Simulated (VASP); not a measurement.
Be2C:

```
C Be
1.0
     0.00000    2.16500    2.16500
     2.16500    0.00000    2.16500
     2.16500    2.16500    0.00000
C Be
1 2
Direct
  0.00000 0.00000 0.00000
  0.75000 0.75000 0.75000
  0.25000 0.25000 0.25000
```

Base run:

- Program: VASP 6.6.1
- Functional: PBE
- Potentials or basis: VASP PAW PBE potentials, release 64 (C, Be)
- Cutoff: 520 eV
- k mesh: 11 × 11 × 11
- Occupations: fermi-dirac, width 0.05 eV
- Spin: no spin polarisation

Its results: band gap on the k mesh 1.25 eV, indirect (least direct gap 4.13 eV); pressure 0.2 GPa.

Task: The run is repeated on the same cell with these changes: functional from PBE to PBEsol. What comes out?

Result: Band gap on the k mesh 1.16 eV, indirect (least direct gap 4.08 eV); pressure -2.0 GPa.

PBEsol binds more tightly than PBE, so the same cell stands under less pressure.

Caveats: an odd mesh through Γ misses points on the zone boundary, where band edges often lie; the PAW data sets were made with another functional, which shifts forces and pressure a little (some runs).
